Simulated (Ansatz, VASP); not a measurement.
## Si in VASP and in Ansatz

```xyz
2
Lattice="0.0000 2.7507 2.7507 2.7507 0.0000 2.7507 2.7507 2.7507 0.0000" Properties=species:S:1:pos:R:3 pbc="T T T"
Si    0.0000    0.0000    0.0000
Si    1.3754    1.3754    1.3754
```

Alike in both runs: task single point; functional PBEsol; k mesh 8 × 8 × 8; no spin polarisation.

|  | VASP | Ansatz |
| --- | --- | --- |
| version | VASP 6.6.1 | Ansatz 0.2 development build |
| potentials or method | VASP PAW PBE potentials, release 64 (Si), cutoff 520 eV | all-electron full-potential LAPW, scalar-relativistic |
| occupations | gaussian, width 0.01 eV | fixed |

VASP gave:

| Item | Value |
| --- | --- |
| gap on the k mesh at the Fermi level (eV) | 0.56 |
| pressure (GPa) | -3.1 |

Problem. Which values does Ansatz return?

Solution. gap on the k mesh at the Fermi level (eV): 0.57; pressure (GPa): -3.3.

Ansatz ran all-electron here, so the differences hold the error of VASP's frozen core and of both bases.

Caveats: the PAW data sets were made with another functional, which shifts forces and pressure a little (VASP). A k mesh can miss the band edges. PBEsol gaps usually lie below the measured ones, often by a third to a half.
